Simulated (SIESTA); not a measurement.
TePt under changes of volume

One of the cells (23.104 Å³/atom); the others are scaled copies at fixed shape and fractional positions:

```
CELL_PARAMETERS angstrom
1.99469 1.15163 6.70515
-1.99469 1.15163 6.70515
0.00000 -2.30327 6.70515
ATOMIC_POSITIONS crystal
Pt 0.12967 0.12967 0.12967
Pt 0.87033 0.87033 0.87033
Te 0.40200 0.40200 0.40200
Te 0.59800 0.59800 0.59800
```

* Program: SIESTA 5.4.2
* Functional: PBEsol
* Potentials or basis: PseudoDojo 0.4 standard (PBEsol files)
* Basis: DZP (energy shift 0.003 Ry; two zetas on semicore shells)
* Grid cutoff: 800 Ry
* Energy shift: 0.003 Ry
* k mesh: 8 × 8 × 8
* Occupations: fermi-dirac, width 0.05 eV
* Spin: no spin polarisation

| volume (Å³/atom) | energy over the lowest point (meV/atom) | pressure (GPa) | largest force (eV/Å) |
| --- | --- | --- | --- |
| 21.292 | 68.46 | 13.2 | 1.566 |
| 21.745 | 37.05 | 9.2 | 1.187 |
| 22.198 | ? | ? | ? |
| 23.104 | 0.00 | 0.0 | 0.710 |
| 23.557 | 3.66 | -2.5 | 0.673 |
| 24.010 | 13.86 | -4.6 | 0.652 |

What does the run at 22.198 Å³/atom give?

Energy over the lowest point 15.96 meV/atom; pressure 5.8 GPa; largest force 0.888 eV/Å.

Worked out: A Birch-Murnaghan fit of order 3 (a polynomial in V^(-2/3)) to the other rows has its minimum at 23.10 Å³/atom with B0 = V·E''(V) = 133 GPa and B' = 4.5 at fixed shape and positions, which overstates the stiffness. It gives 15.84 meV/atom at 22.198 Å³/atom, against the run's 15.96, and -dE/dV = 5.8 GPa, against 5.8.

Energies are extrapolated to zero smearing.

Caveats: short orbitals over semicore shells can move pressures by several GPa; the basis of atomic orbitals isn't converged, which shifts pressures, moduli and gaps; forces of over 1 eV/Å show positions far from the minimum, so gaps and moduli don't describe the material at rest (some runs).
